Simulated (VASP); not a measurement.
# Input and output of a VASP r²SCAN single-point calculation on InP (zincblende)

INCAR

```
ISIF = 2
NELM = 120
LWAVE = .FALSE.
SIGMA = 0.01
PREC = Accurate
LREAL = .FALSE.
ENCUT = 520
LASPH = .TRUE.
NBANDS = 16
EDIFF = 1E-7
METAGGA = R2SCAN
LCHARG = .FALSE.
IBRION = -1
ISMEAR = 0
ALGO = Normal
NSW = 0
```

KPOINTS

```
KPOINTS created by Atomic Simulation Environment
0
Gamma
8 8 8
0 0 0
```

KPOINTS_OPT

```
special points
6
Reciprocal
0.0000000000 0.0000000000 0.0000000000 1
-0.5000000000 -0.5000000000 0.0000000000 1
-0.3750000000 -0.3750000000 0.2500000000 1
-0.3750000000 0.0000000000 0.3750000000 1
0.0000000000 0.0000000000 0.5000000000 1
-0.5000000000 -0.2500000000 0.2500000000 1
```

POSCAR

```
In P
 1.0000000000000000
    -0.0000000000000000    2.9537876348216452    2.9537876348216452
     2.9537876348216452    0.0000000000000000    2.9537876348216452
     2.9537876348216452    2.9537876348216452    0.0000000000000000
 In  P
   1   1
Cartesian
  0.0000000000000000  0.0000000000000000 -0.0000000000000000
  1.4768938174108228  1.4768938174108228  1.4768938174108228
```

VASP ran with the recommended PBE PAW datasets (18 valence electrons in the cell).

Command

```
mpirun -np 1 vasp_std
```

From OUTCAR

```
k-points           NKPTS =     29   k-points in BZ     NKDIM =     29   number of bands    NBANDS=     16

   NELECT =      18.0000    total number of electrons

   dimension x,y,z NGX =    32 NGY =   32 NGZ =   32
   dimension x,y,z NGXF=    64 NGYF=   64 NGZF=   64

  energy-cutoff  :      520.00
  volume of cell :       51.54
      direct lattice vectors                 reciprocal lattice vectors
     0.000000000  2.953787635  2.953787635    -0.169274187  0.169274187  0.169274187
     2.953787635  0.000000000  2.953787635     0.169274187 -0.169274187  0.169274187
     2.953787635  2.953787635  0.000000000     0.169274187  0.169274187 -0.169274187

 k-points in reciprocal lattice and weights: KPOINTS created by Atomic Simulation Env
   0.00000000  0.00000000  0.00000000       0.002
   0.12500000  0.00000000  0.00000000       0.016
   0.25000000  0.00000000  0.00000000       0.016
   0.37500000  0.00000000  0.00000000       0.016
   0.50000000  0.00000000  0.00000000       0.008
   0.12500000  0.12500000  0.00000000       0.012
   0.25000000  0.12500000  0.00000000       0.047
   0.37500000  0.12500000  0.00000000       0.047
   ...

 E-fermi :   4.8485

 k-point     1 :       0.0000    0.0000    0.0000
  band No.  band energies     occupation
      1      -9.8581      2.00000
      2      -9.8581      2.00000
      3      -9.8581      2.00000
      4      -9.6915      2.00000
      5      -9.6915      2.00000
      6      -7.0811      2.00000
      7       4.7540      2.00000
      8       4.7540      2.00000
      9       4.7540      2.00000
     10       5.7838      0.00000
     11       9.1938      0.00000
     12       9.1938      0.00000
     13       9.1939      0.00000
     14      13.7541      0.00000
     15      14.6383      0.00000
     16      14.6383      0.00000

 k-point     2 :       0.1250    0.0000    0.0000
  band No.  band energies     occupation
      1      -9.8777      2.00000
      2      -9.8506      2.00000
      3      -9.8506      2.00000
      4      -9.6913      2.00000
      5      -9.6913      2.00000
      6      -6.8997      2.00000
      7       3.2577      2.00000
      8       4.5702      2.00000
      9       4.5702      2.00000
     10       6.6946      0.00000
     11       9.3378      0.00000
     12       9.4740      0.00000
     13       9.4740      0.00000
     14      13.9965      0.00000
     15      13.9965      0.00000
     16      14.5525      0.00000

 k-point     3 :       0.2500    0.0000    0.0000
  band No.  band energies     occupation
      1      -9.9224      2.00000
      2      -9.8344      2.00000
      3      -9.8344      2.00000
      4      -9.6889      2.00000
      5      -9.6889      2.00000
      6      -6.3955      2.00000
      7       1.3163      2.00000
      8       4.1992      2.00000
      9       4.1992      2.00000
     10       6.8590      0.00000
     11       9.9017      0.00000
     12       9.9017      0.00000
     13      10.4374      0.00000
     14      13.7776      0.00000
     15      13.7776      0.00000
     16      14.3401      0.00000

 k-point     4 :       0.3750    0.0000    0.0000
  band No.  band energies     occupation
      1      -9.9640      2.00000
      2      -9.8215      2.00000
      3      -9.8215      2.00000
      4      -9.6830      2.00000
      5      -9.6830      2.00000
      6      -5.7287      2.00000
      7      -0.2974      2.00000
      8       3.8940      2.00000
      9       3.8940      2.00000
     10       6.6502      0.00000
     11       9.9628      0.00000
     12       9.9628      0.00000
     13      11.8107      0.00000
     14      14.1502      0.00000
     15      14.7527      0.00000
     16      14.7527      0.00000

 k-point     5 :       0.5000    0.0000    0.0000
  band No.  band energies     occupation
      1      -9.9805      2.00000
      2      -9.8173      2.00000
      3      -9.8173      2.00000
      4      -9.6793      2.00000
      5      -9.6793      2.00000
      6      -5.3552      2.00000
      7      -0.9983      2.00000
      8       3.7808      2.00000
      9       3.7808      2.00000
     10       6.5559      0.00000
     11       9.9110      0.00000
     12       9.9110      0.00000
     13      12.2503      0.00000
     14      14.7263      0.00000
     15      15.9312      0.00000
     16      15.9312      0.00000

 k-point     6 :       0.1250    0.1250    0.0000
  band No.  band energies     occupation
      1      -9.8919      2.00000
      2      -9.8434      2.00000
      3      -9.8434      2.00000
      4      -9.6972      2.00000
      5      -9.6864      2.00000
      6      -6.8398      2.00000
      7       3.2604      2.00000
      8       4.2444      2.00000
      9       4.2444      2.00000
     10       7.2079      0.00000
     11       8.5427      0.00000
     12       9.9351      0.00000
     13       9.9351      0.00000
     14      12.9728      0.00000
     15      14.7905      0.00000
     16      14.9696      0.00000

 k-point     7 :       0.2500    0.1250    0.0000
  band No.  band energies     occupation
      1      -9.9283      2.00000
      2      -9.8295      2.00000
      3      -9.8264      2.00000
      4      -9.7012      2.00000
      5      -9.6815      2.00000
      6      -6.4429      2.00000
      7       1.7960      2.00000
      8       3.8233      2.00000
      9       3.8538      2.00000
     10       7.6575      0.00000
     11       8.6555      0.00000
     12      10.4872      0.00000
     13      10.5527      0.00000
     14      12.7081      0.00000
     15      14.6824      0.00000
     16      15.6362      0.00000

 k-point     8 :       0.3750    0.1250    0.0000
  band No.  band energies     occupation
      1      -9.9650      2.00000
      2      -9.8183      2.00000
      3      -9.8120      2.00000
      4      -9.6981      2.00000
      5      -9.6769      2.00000
      6      -5.8155      2.00000
      7       0.1812      2.00000
      8       3.3612      2.00000
      9       3.5506      2.00000
     10       7.4992      0.00000
     11       9.3773      0.00000
     12      10.6799      0.00000
     13      10.9470      0.00000
     14      13.8321      0.00000
     15      15.2443      0.00000
     16      15.3265      0.00000

 k-point     9 :       0.5000    0.1250    0.0000
  band No.  band energies     occupation
      1      -9.9851      2.00000
      2      -9.8130      2.00000
      3      -9.8070      2.00000
      4      -9.6891      2.00000
      5      -9.6772      2.00000
      6      -5.2872      2.00000
      7      -0.8389      2.00000
      8       2.9824      2.00000
      9       3.5267      2.00000
     10       7.3780      0.00000
     11       9.5080      0.00000
     12      10.4569      0.00000
     13      12.1678      0.00000
     14      14.4715      0.00000
     15      15.9283      0.00000
     16      15.9576      0.00000

 k-point    10 :      -0.3750    0.1250    0.0000
  band No.  band energies     occupation
      1      -9.9786      2.00000
      2      -9.8137      2.00000
      3      -9.8113      2.00000
      4      -9.6854      2.00000
      5      -9.6829      2.00000
      6      -5.4181      2.00000
      7      -0.6035      2.00000
      8       2.8574      2.00000
      9       3.7541      2.00000
     10       7.4198      0.00000
     11       9.6861      0.00000
     12      10.2651      0.00000
     13      11.9967      0.00000
     14      14.3944      0.00000
     15      14.8616      0.00000
     16      16.2946      0.00000

 k-point    11 :      -0.2500    0.1250    0.0000
  band No.  band energies     occupation
      1      -9.9479      2.00000
      2      -9.8248      2.00000
      3      -9.8206      2.00000
      4      -9.6939      2.00000
      5      -9.6832      2.00000
      6      -6.0398      2.00000
      7       0.6851      2.00000
      8       3.0600      2.00000
      9       4.1495      2.00000
     10       7.5687      0.00000
     11       9.8770      0.00000
     12      10.0509      0.00000
     13      10.6468      0.00000
     14      13.1690      0.00000
     15      14.9165      0.00000
     16      15.5942      0.00000

 k-point    12 :      -0.1250    0.1250    0.0000
  band No.  band energies     occupation
      1      -9.9072      2.00000
      2      -9.8421      2.00000
      3      -9.8348      2.00000
      4      -9.6953      2.00000
      5      -9.6867      2.00000
      6      -6.6102      2.00000
      7       2.2306      2.00000
      8       3.6930      2.00000
      9       4.5177      2.00000
     10       7.3840      0.00000
     11       9.2468      0.00000
     12       9.6212      0.00000
     13      10.2916      0.00000
     14      13.1297      0.00000
     15      14.1111      0.00000
     16      15.5620      0.00000

 ...

  Total       -0.0356390     -0.0356390     -0.0356390     -0.0000000      0.0000000     -0.0000000
  in kB       -1.1078168     -1.1078168     -1.1078168     -0.0000000      0.0000000     -0.0000000
  external PRESSURE =      -1.1078168 kB  Pullay stress =       0.0000000 kB

 POSITION                                       TOTAL-FORCE (eV/Angst)
 -----------------------------------------------------------------------------------
      0.00000      0.00000      0.00000        -0.000000     -0.000000     -0.000000
      1.47689      1.47689      1.47689         0.000000      0.000000      0.000000
 -----------------------------------------------------------------------------------
    total drift:                               -0.000002     -0.000002     -0.000002

  FREE ENERGIE OF THE ION-ELECTRON SYSTEM (eV)
  ---------------------------------------------------
  free  energy   TOTEN  =       -32.2973431815 eV

  energy  without entropy=      -32.2973431815  energy(sigma->0) =      -32.29734318
```

* gap between bands v and c: 1.03 eV
* least direct gap: 1.03 eV
* pressure: -0.1 GPa

Band v is the last that the valence electrons fill when counted band by band, and c is the next.

The run took about 60 s on one core of a shared host (Intel Xeon Platinum 8488C) and held 0.19 GiB at most.
